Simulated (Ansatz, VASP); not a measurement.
**Ga: VASP beside Ansatz**

```
Ga
1.0
     2.21602   -3.79899    0.00000
     2.21602    3.79899    0.00000
     0.00000    0.00000    4.55550
Ga
4
Direct
  0.65570 0.34430 0.41540
  0.84430 0.15570 0.91540
  0.34430 0.65570 0.58460
  0.15570 0.84430 0.08460
```

Alike in both runs: task single point; functional LDA; k mesh 6 × 6 × 4; occupations gaussian, width 0.1 eV; no spin polarisation.

```csv
,VASP,Ansatz
version,VASP 6.6.1,Ansatz 0.2.0
potentials or method,"VASP PAW LDA potentials, release 64 (Ga_d)","scalar-relativistic, plane waves, PAW"
plane-wave cutoff (eV),520,420
valence electrons in the cell,52,52
```

|  | VASP | Ansatz | Ansatz less VASP |
| --- | --- | --- | --- |
| gap on the k mesh at the Fermi level (eV) | none | none | - |
| pressure (GPa) | -2.6 | -2.7 | -0.13 |
| largest component of the traceless stress (GPa) | 0.76 | 0.79 | +0.034 |
| rms of the force components (eV/Å) | 0.026 | 0.026 | +0.0002 |

Atom by atom the forces differ by 0.000 eV/Å (rms over components). A gap of «none» marks a metal or a gap that the smearing closes. Ansatz warned: «pseudo_functional_mismatch».
